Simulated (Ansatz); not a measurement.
Te₂Pt: do energies and stresses tell the same story?

These are results of Ansatz, DFT PBE+D3(BJ), scalar-relativistic, plane waves, PAW, not measurements.

Plane waves to 420 eV, a k mesh through Γ of 12×12×8 on the computed 3-atom cell and Gaussian smearing (0.10 eV); no spin polarisation.

Relaxed cell: P-3m1, a = 4.052 Å, b = 4.052 Å, c = 5.094 Å, α = 90.00°, β = 90.00°, γ = 120.00°, 3 atoms in the primitive cell.

Energies at zero smearing and pressures from the stress tensor, at volumes with shape and atoms relaxed:
```json
{"V (Å³/atom)": "21.247", "E − E(first) (meV/atom)": "0.00", "P (GPa)": "13.40"}
{"V (Å³/atom)": "21.971", "E − E(first) (meV/atom)": "-50.06", "P (GPa)": "8.92"}
{"V (Å³/atom)": "22.695", "E − E(first) (meV/atom)": "-81.80", "P (GPa)": "5.27"}
{"V (Å³/atom)": "23.420", "E − E(first) (meV/atom)": "-98.84", "P (GPa)": "2.36"}
{"V (Å³/atom)": "24.144", "E − E(first) (meV/atom)": "-103.92", "P (GPa)": "0.01"}
{"V (Å³/atom)": "24.868", "E − E(first) (meV/atom)": "-99.83", "P (GPa)": "-1.71"}
{"V (Å³/atom)": "25.592", "E − E(first) (meV/atom)": "-89.28", "P (GPa)": "-2.92"}
{"V (Å³/atom)": "26.558", "E − E(first) (meV/atom)": "-68.59", "P (GPa)": "-3.86"}
```

Problem. Check P = −dE/dV between neighbouring volumes, and get the bulk modulus from the pressures alone.

Solution. With 1 eV/Å³ = 160.2 GPa:
| middle V (Å³/atom) | −ΔE/ΔV (GPa) | mean P (GPa) |
| --- | --- | --- |
| 21.609 | 11.072 | 11.160 |
| 22.333 | 7.022 | 7.093 |
| 23.057 | 3.769 | 3.815 |
| 23.782 | 1.122 | 1.186 |
| 24.506 | -0.903 | -0.851 |
| 25.230 | -2.335 | -2.317 |
| 26.075 | -3.432 | -3.391 |

The two differ by 0.09 GPa at most. The mean of two end pressures misses the average over a step by about ΔV² P″/12, up to 0.07 GPa here; with that taken off 0.03 GPa remains, from the smearing term (the stress is the derivative of the free energy), the finite cutoff, the mesh or the relaxation's tolerance. Around V = 24.144 Å³/atom, the two neighbours give B = −V ΔP/ΔV = 24.144 × 4.08 / 1.449 = 67.9 GPa, against B0 = 64.1 GPa from the Birch–Murnaghan fit of the energies.

Spin–orbit coupling is left out, which can shift energies with elements as heavy as these.

Cost: 9 runs of about 9 core-minutes in all, on Arm Neoverse V2 (shared hosts).